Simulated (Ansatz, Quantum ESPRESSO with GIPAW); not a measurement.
**How far relaxation moves the shieldings of HfO2**

Aim: relax the atoms of HfO2 and see how far that moves its NMR shieldings.

Program: Quantum ESPRESSO with GIPAW 8.0dev (patched build). Level of theory: DFT, PBEsol, plane-wave PAW (pslibrary 1.0.0 recipes), relaxation. Results are calculated unless marked as measured.

## (1) Starting point

The structure is tetragonal, space group P4_2/mnm (No. 136). Conventional cell: a = 4.814 Å, b = 4.814 Å, c = 3.205 Å, α = 90.00°, β = 90.00°, γ = 90.00°. Hf has 6 O at 2.08 Å nearest. Nearest to O lie 3 Hf at 2.08 Å. Farther neighbours and most contacts between anions are not listed.

Structure file:

```cif
data_structure
_symmetry_space_group_name_H-M 'P4_2/mnm'
_symmetry_Int_Tables_number 136
_cell_length_a 4.8135
_cell_length_b 4.8135
_cell_length_c 3.2054
_cell_angle_alpha 90.000
_cell_angle_beta 90.000
_cell_angle_gamma 90.000
_cell_volume 74.27
loop_
_atom_site_label
_atom_site_type_symbol
_atom_site_symmetry_multiplicity
_atom_site_Wyckoff_symbol
_atom_site_fract_x
_atom_site_fract_y
_atom_site_fract_z
_atom_site_occupancy
Hf1 Hf 2 a 0.50000 0.50000 0.50000 1
O1 O 4 f 0.80504 0.19496 0.50000 1
```

## (2) Relaxation

The atoms that the input leaves free are moved downhill until their forces fall under the threshold; the cell stays fixed.

Contents of relax.in:

```
&control
  calculation = 'relax'
  prefix = 'x'
  outdir = './tmp/'
  pseudo_dir = './'
  nstep = 50
  forc_conv_thr = 6.0d-04
  etot_conv_thr = 1.0d-05
/
&system
  ibrav = 0
  nat = 6
  ntyp = 2
  ecutwfc = 50
  ecutrho = 330
  nbnd = 24
/
&electrons
  conv_thr = 1.0d-08
  mixing_beta = 0.7
  electron_maxstep = 100
/
&ions
/
ATOMIC_SPECIES
  Hf 178.490 Hf.pbesol-spn-kjpaw_psl.1.0.0-gipaw.UPF
  O 15.999 O.pbesol-n-kjpaw_psl.1.0.0-gipaw.UPF
CELL_PARAMETERS angstrom
  4.81353299 0.00000000 0.00000000
  0.00000000 4.81353299 0.00000000
  0.00000000 0.00000000 3.20541541
ATOMIC_POSITIONS crystal
  Hf 0.50000000 0.50000000 0.50000000
  Hf 0.00000000 0.00000000 0.00000000
  O 0.80504488 0.19495512 0.50000000
  O 0.69495512 0.69495512 0.00000000
  O 0.30504488 0.30504488 0.00000000
  O 0.19495512 0.80504488 0.50000000
K_POINTS automatic
  3 3 5 1 1 1
```

Launch:

```bash
> mpirun -np 4 pw.x -nk 4 -in relax.in > relax.out
```

Output:

```text
using ibrav=0 with symmetry is DISCOURAGED, use correct ibrav instead

     bravais-lattice index     =            0
     lattice parameter (alat)  =       9.0963  a.u.
     unit-cell volume          =     501.1974 (a.u.)^3
     number of atoms/cell      =            6
     number of atomic types    =            2
     number of electrons       =        48.00
     number of Kohn-Sham states=           24
     kinetic-energy cutoff     =      50.0000  Ry
     charge density cutoff     =     330.0000  Ry
     scf convergence threshold =      1.0E-08
     mixing beta               =       0.7000
     number of iterations used =            8  plain     mixing
     energy convergence thresh.=      1.0E-05
     force convergence thresh. =      6.0E-04
     Exchange-correlation= SLA-PW-PSX-PSC
                           (   1   4  10   8   0   0   0)
     nstep                     =           50

     celldm(1)=   9.096259  celldm(2)=   0.000000  celldm(3)=   0.000000
     celldm(4)=   0.000000  celldm(5)=   0.000000  celldm(6)=   0.000000

     crystal axes: (cart. coord. in units of alat)
               a(1) = (   1.000000   0.000000   0.000000 )
               a(2) = (   0.000000   1.000000   0.000000 )
               a(3) = (   0.000000   0.000000   0.665917 )

     reciprocal axes: (cart. coord. in units 2 pi/alat)
               b(1) = (  1.000000  0.000000  0.000000 )
               b(2) = (  0.000000  1.000000  0.000000 )
               b(3) = (  0.000000  0.000000  1.501688 )

     PseudoPot. # 1 for Hf read from file:
     ./Hf.pbesol-spn-kjpaw_psl.1.0.0-gipaw.UPF

     PseudoPot. # 2 for O  read from file:
     ./O.pbesol-n-kjpaw_psl.1.0.0-gipaw.UPF

     atomic species   valence    mass     pseudopotential
     Hf               12.00   178.49000     Hf( 1.00)
     O                 6.00    15.99900     O ( 1.00)

     16 Sym. Ops., with inversion, found ( 8 have fractional translation)

   Cartesian axes

     site n.     atom                  positions (alat units)
         1        Hf     tau(   1) = (   0.5000000   0.5000000   0.3329587  )
         2        Hf     tau(   2) = (   0.0000000   0.0000000   0.0000000  )
         3        O      tau(   3) = (   0.8050449   0.1949551   0.3329587  )
         4        O      tau(   4) = (   0.6949551   0.6949551   0.0000000  )
         5        O      tau(   5) = (   0.3050449   0.3050449   0.0000000  )
         6        O      tau(   6) = (   0.1949551   0.8050449   0.3329587  )

     number of k points=     9
                       cart. coord. in units 2pi/alat
        k(    1) = (   0.1666667   0.1666667   0.1501688), wk =   0.3555556
        k(    2) = (   0.1666667   0.1666667   0.4505063), wk =   0.3555556
        k(    3) = (   0.1666667   0.1666667  -0.7508439), wk =   0.1777778
        k(    4) = (   0.1666667  -0.5000000   0.1501688), wk =   0.3555556
        k(    5) = (   0.1666667  -0.5000000   0.4505063), wk =   0.3555556
        k(    6) = (   0.1666667  -0.5000000  -0.7508439), wk =   0.1777778
        k(    7) = (  -0.5000000  -0.5000000   0.1501688), wk =   0.0888889
        k(    8) = (  -0.5000000  -0.5000000   0.4505063), wk =   0.0888889
        k(    9) = (  -0.5000000  -0.5000000  -0.7508439), wk =   0.0444444

     Dense  grid:    50755 G-vectors     FFT dimensions: (  54,  54,  36)

     Smooth grid:    23971 G-vectors     FFT dimensions: (  48,  48,  30)

     Initial potential from superposition of free atoms

     starting charge      47.9965, renormalised to      48.0000
     Starting wfcs are   36 randomized atomic wfcs

     Self-consistent Calculation

     iteration #  1     ecut=    50.00 Ry     beta= 0.70
     Davidson diagonalization with overlap
     ethr =  1.00E-02,  avg # of iterations =  1.0

     total energy              =   -1538.69557385 Ry
     estimated scf accuracy    <       2.16515846 Ry

     iteration #  2     ecut=    50.00 Ry     beta= 0.70
     Davidson diagonalization with overlap
     ethr =  4.51E-03,  avg # of iterations =  6.9

     total energy              =   -1539.58515591 Ry
     estimated scf accuracy    <       2.56028843 Ry

     iteration #  3     ecut=    50.00 Ry     beta= 0.70
     Davidson diagonalization with overlap
     ethr =  4.51E-03,  avg # of iterations =  2.0

     total energy              =   -1539.45673411 Ry
     estimated scf accuracy    <       0.51755960 Ry

     iteration #  4     ecut=    50.00 Ry     beta= 0.70
     Davidson diagonalization with overlap
     ethr =  1.08E-03,  avg # of iterations =  6.4

     total energy              =   -1539.92340445 Ry
     estimated scf accuracy    <       0.61998360 Ry

     iteration #  5     ecut=    50.00 Ry     beta= 0.70
     Davidson diagonalization with overlap
     ethr =  1.08E-03,  avg # of iterations =  1.6

     total energy              =   -1539.90061516 Ry
     estimated scf accuracy    <       0.19530821 Ry

     iteration #  6     ecut=    50.00 Ry     beta= 0.70
     Davidson diagonalization with overlap
     ethr =  4.07E-04,  avg # of iterations =  3.0

     total energy              =   -1539.94551498 Ry
     estimated scf accuracy    <       0.03558659 Ry

     iteration #  7     ecut=    50.00 Ry     beta= 0.70
     Davidson diagonalization with overlap
     ethr =  7.41E-05,  avg # of iterations =  4.4

[...]
convergence has been achieved in   5 iterations

     Forces acting on atoms (cartesian axes, Ry/au):

     atom    1 type  1   force =     0.00000000    0.00000000    0.00000000
     atom    2 type  1   force =     0.00000000    0.00000000    0.00000000
     atom    3 type  2   force =     0.00202150   -0.00202150    0.00000000
     atom    4 type  2   force =    -0.00202150   -0.00202150   -0.00000000
[...]
Total force =     0.005718     Total SCF correction =     0.000023
     Energy error            =      7.5E-05 Ry
     Gradient error          =      2.0E-03 Ry/Bohr

     number of scf cycles    =   2
     number of bfgs steps    =   1

     energy             old  =   -1539.9550665139 Ry
     energy             new  =   -1539.9551419405 Ry

     CASE: energy            _new < energy            _old

     new trust radius        =       0.0053847785 bohr
     new conv_thr            =       0.0000000003 Ry

ATOMIC_POSITIONS (crystal)
Hf               0.5000000000        0.5000000000        0.5000000000
Hf               0.0000000000        0.0000000000        0.0000000000
O                0.8058440085        0.1941559915        0.5000000000
O                0.6941559915        0.6941559915       -0.0000000000
[...]
XML data file
     NEW-OLD atomic charge density approx. for the potential

     Self-consistent Calculation

[...]
Threshold (ethr) on eigenvalues was too large:
     Diagonalizing with lowered threshold

[...]
End of self-consistent calculation
     [one-electron energies left out]

!    total energy              =   -1539.95517728 Ry
     total all-electron energy =    -60896.953733 Ry
[...]
The total energy is the sum of the following terms:
     one-electron contribution =     -78.13392929 Ry
     hartree contribution      =      67.97300623 Ry
     xc contribution           =    -112.13212714 Ry
     ewald contribution        =    -250.19453023 Ry
     one-center paw contrib.   =   -1167.46759686 Ry

     convergence has been achieved in   6 iterations

     Forces acting on atoms (cartesian axes, Ry/au):

[...]
Total force =     0.000957     Total SCF correction =     0.000076
     Energy error            =      3.5E-05 Ry
     Gradient error          =      3.4E-04 Ry/Bohr

     number of scf cycles    =   3
     number of bfgs steps    =   2

     energy             old  =   -1539.9551419405 Ry
     energy             new  =   -1539.9551772814 Ry

     CASE: energy            _new < energy            _old

     new trust radius        =       0.0010819070 bohr
     new conv_thr            =            1.0E-10 Ry

ATOMIC_POSITIONS (crystal)
[...]
XML data file
     NEW-OLD atomic charge density approx. for the potential

     Self-consistent Calculation

[...]
Threshold (ethr) on eigenvalues was too large:
     Diagonalizing with lowered threshold

[...]
total energy              =   -1539.95517817 Ry
[...]
iteration #  2     ecut=    50.00 Ry     beta= 0.70
     Davidson diagonalization with overlap
     ethr =  1.76E-09,  avg # of iterations =  2.0

     total energy              =   -1539.95517833 Ry
     estimated scf accuracy    <          4.8E-09 Ry

     iteration #  3     ecut=    50.00 Ry     beta= 0.70
     Davidson diagonalization with overlap
     ethr =  9.93E-12,  avg # of iterations = 11.2

     total energy              =   -1539.95517835 Ry
     estimated scf accuracy    <          7.1E-09 Ry

     iteration #  4     ecut=    50.00 Ry     beta= 0.70
     Davidson diagonalization with overlap
     ethr =  9.93E-12,  avg # of iterations =  3.7

     total energy              =   -1539.95517835 Ry
     estimated scf accuracy    <          5.1E-10 Ry

     iteration #  5     ecut=    50.00 Ry     beta= 0.70
     Davidson diagonalization with overlap
     ethr =  1.07E-12,  avg # of iterations =  4.4

     total energy              =   -1539.95517835 Ry
     estimated scf accuracy    <          1.5E-10 Ry

     iteration #  6     ecut=    50.00 Ry     beta= 0.70
     Davidson diagonalization with overlap
     ethr =  3.23E-13,  avg # of iterations =  5.2

     End of self-consistent calculation
     [one-electron energies left out]

!    total energy              =   -1539.95517835 Ry
     total all-electron energy =    -60896.953734 Ry
     estimated scf accuracy    <          3.3E-12 Ry

     The total energy is the sum of the following terms:
     one-electron contribution =     -78.15108172 Ry
     hartree contribution      =      67.98206430 Ry
     xc contribution           =    -112.13252339 Ry
     ewald contribution        =    -250.18602206 Ry
     one-center paw contrib.   =   -1167.46761547 Ry

     convergence has been achieved in   6 iterations

     Forces acting on atoms (cartesian axes, Ry/au):

[...]
atom    2 type  1   force =     0.00000000    0.00000000   -0.00000000
     atom    3 type  2   force =     0.00001088   -0.00001088   -0.00000000
     atom    4 type  2   force =    -0.00001088   -0.00001088    0.00000000
     atom    5 type  2   force =     0.00001088    0.00001088    0.00000000
     atom    6 type  2   force =    -0.00001088    0.00001088   -0.00000000

     Total force =     0.000031     Total SCF correction =     0.000007
     SCF correction compared to forces is large: reduce conv_thr to get better values
     Energy error            =      1.1E-06 Ry
     Gradient error          =      1.1E-05 Ry/Bohr

     bfgs converged in   4 scf cycles and   3 bfgs steps
     (criteria: energy <  1.0E-05 Ry, force <  6.0E-04 Ry/Bohr)

     End of BFGS Geometry Optimization

     Final energy             =   -1539.9551783524 Ry

     File ./tmp/x.bfgs deleted, as requested
Begin final coordinates

ATOMIC_POSITIONS (crystal)
[...]
Hf               0.0000000000        0.0000000000        0.0000000000
O                0.8059281117        0.1940718883        0.5000000000
O                0.6940718883        0.6940718883       -0.0000000000
O                0.3059281117        0.3059281117       -0.0000000000
O                0.1940718883        0.8059281117        0.5000000000
End final coordinates

     XML data file, charge density, pseudopotentials, collected wavefunctions

   JOB DONE.
```

Elapsed: 46 s, on 4 MPI ranks of Arm Neoverse V2, shared host; peak memory 0.61 GiB.

The steps of the relaxation:

```csv
step,energy less that of the first step (eV),largest force (eV/Å)
1,0.0000,0.1259
2,-0.0010,0.0735
3,-0.0015,0.0123
4,-0.0015,0.0004
```

Final coordinates:

```xyz
6
Lattice="4.8135 0.0000 0.0000 0.0000 4.8135 0.0000 0.0000 0.0000 3.2054" Properties=species:S:1:pos:R:3 pbc="T T T"
Hf    2.4068    2.4068    1.6027
Hf    0.0000    0.0000    0.0000
O     3.8794    0.9342    1.6027
O     3.3409    3.3409    0.0000
O     1.4726    1.4726    0.0000
O     0.9342    3.8794    1.6027
```

The relaxation ends 0.3 meV an atom lower, with a largest force of 4.0e-4 eV/Å.

## (3) Shieldings on the relaxed structure

The current that a uniform magnetic field induces gives the shielding at each nucleus.

pw.x and gipaw.x (a patched development version of Quantum ESPRESSO), PBEsol, 55 Ry, mesh 4×4×6.

Contents of nmr.in:

```
&inputgipaw
  job = 'nmr'
  prefix = 'x'
  tmp_dir = './tmp/'
  restart_mode = 'from_scratch'
  verbosity = 'low'
  q_gipaw = 0.01
  spline_ps = .true.
  conv_threshold = 1.0d-11
  use_nmr_macroscopic_shape = .false.
  pawproj(1) = .true.
  pawproj(2) = .true.
/
```

Launch:

```bash
> mpirun -np 4 gipaw.x -in nmr.in > nmr.out
```

Output:

```text
[banner, memory and clock lines left out]
[a note of our patched build left out]

     Parallelizing q-star over 1 images

     IMPORTANT: XC functional enforced from input :
     Exchange-correlation= PBESOL
                           (   1   4  10   8   0   0   0)
     Any further DFT definition will be discarded
     Please, verify this is what you really want

[...]
projs nearly linearly dependent: l=0  n1,n2= 1, 2  s=  0.99147125
[...]
alpha_pv=    120.3027 eV

     spline_ps is .false., expect some extrapolation errors

     q-space interpolation up to    66.00 Rydberg

     GIPAW job: nmr
     NMR macroscopic correction: no
[...]
Computing the magnetic susceptibility     isolve=0    ethr=  0.1000E-10
     Starting from scratch
     k-point #    1 of     9      pool #  1    cpu time:       0.8
[...]
End of magnetic susceptibility calculation

     f-sum rule (1st term):
           -50.1893          0.0000          0.0000
             0.0000        -50.1893          0.0000
[...]
Atom  4  O   pos: (  0.694072  0.694072  0.000000)  para_lq sigma:        -205.87
[...]
Atom  5  O   pos: (  0.305928  0.305928  0.000000)  para_lq sigma:        -205.87
[...]
Atom  6  O   pos: (  0.194072  0.805928  0.332959)  para_lq sigma:        -205.87
[...]
Total NMR chemical shifts in ppm: ---------------------------------------
     (adopting the Simpson convention for anisotropy and asymmetry)-----------

     Atom  1  Hf  pos: (  0.500000  0.500000  0.332959)  Total sigma:        4907.64
[...]
Hf      1    anisotropy:    534.55    eta:    0.8892
[...]
Atom  2  Hf  pos: (  0.000000  0.000000  0.000000)  Total sigma:        4907.64
[...]
Atom  3  O   pos: (  0.805928  0.194072  0.332959)  Total sigma:        -112.17
[...]
O       3    anisotropy:   -171.14    eta:    0.8588
[...]
Atom  4  O   pos: (  0.694072  0.694072  0.000000)  Total sigma:        -112.17
[...]
Atom  5  O   pos: (  0.305928  0.305928  0.000000)  Total sigma:        -112.17
[...]
Atom  6  O   pos: (  0.194072  0.805928  0.332959)  Total sigma:        -112.17
[...]
```

The job ended after 2 min (4 MPI ranks; peak memory 0.33 GiB; 8.1 min of CPU time).

Before and after:

```csv
site,atom no.,mean bond before (Å),after (Å),σ_iso before (ppm),after (ppm)
Hf,1,2.079,2.079,4904.8,4907.6
O,3,2.079,2.079,-112.8,-112.2
```

## (4) What came out

```
σ_iso of Hf : 4908 ppm
σ_iso of O  : -112.2 ppm
```

**Reading.** The largest change of shielding is +2.9 ppm, on Hf. The largest move of an atom is 0.006 Å in the cell's frame. Spin-orbit coupling is missing, which matters for Hf and for the light atoms bound to such centres; it can also move field gradients at such atoms, by some per cent and up to a factor of two. The scalar-relativistic files are used with non-relativistic response operators, which weighs most on the heavy atoms' own shieldings. In PBE checks against another PAW code, field gradients made this way came out (cores as stored) 4 to 9 % larger on O (three silicas and corundum) and 6 % smaller on Al (corundum alone). This build of gipaw.x prints that it is not audited and that its numbers are no references by themselves. The session's other runs are not shown; 0 of its 16 runs failed.

[Banner, clock, file and message-heading lines were taken out of the pw.x and gipaw.x logs.]

[Logs are printed without paths, hosts, clocks, repeated set-up lines and the standing remarks that a program may print on its own settings, such as how far it seeks lower states.]

[Hosts, paths, dates, database ids (printed as entryN), source tags and the programs' standing remarks are cut or masked in the printed files.]
